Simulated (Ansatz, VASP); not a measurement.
**One calculation of BaS, two programs**

```
CELL_PARAMETERS angstrom
3.22962 3.22962 0.00000
-3.22962 3.22962 0.00000
0.00000 3.22962 3.14564
ATOMIC_POSITIONS crystal
Ba 0.00000 0.00000 0.00000
S 0.50000 0.50000 0.00000
```

Change from the starting cell: in-plane strain +0.02, out-of-plane length and atoms relaxed by PAW.

Alike in both runs: functional PBEsol; k mesh 6 × 6 × 6; no spin polarisation.

Ansatz relaxed the structure, and its values are those at the end. VASP's run is a single point on that final structure, the one shown.

|  | VASP | Ansatz |
| --- | --- | --- |
| version | VASP 6.6.1 | Ansatz 0.2.0 |
| potentials or method | VASP PAW PBE potentials, release 64 (Ba_sv, S) | PAW with Ansatz's default frozen-core files, scalar-relativistic |
| plane-wave cutoff (eV) | 520 | 420 |
| occupations | gaussian, width 0.01 eV | fixed |
| valence electrons in the cell | 16 | 16 |

```tsv
	VASP	Ansatz	Ansatz less VASP
pressure (GPa)	-0.8	-1.4	-0.61
```

Caveats: the PAW data sets were made with another functional, which shifts forces and pressure a little (VASP). A k mesh can miss the band edges.
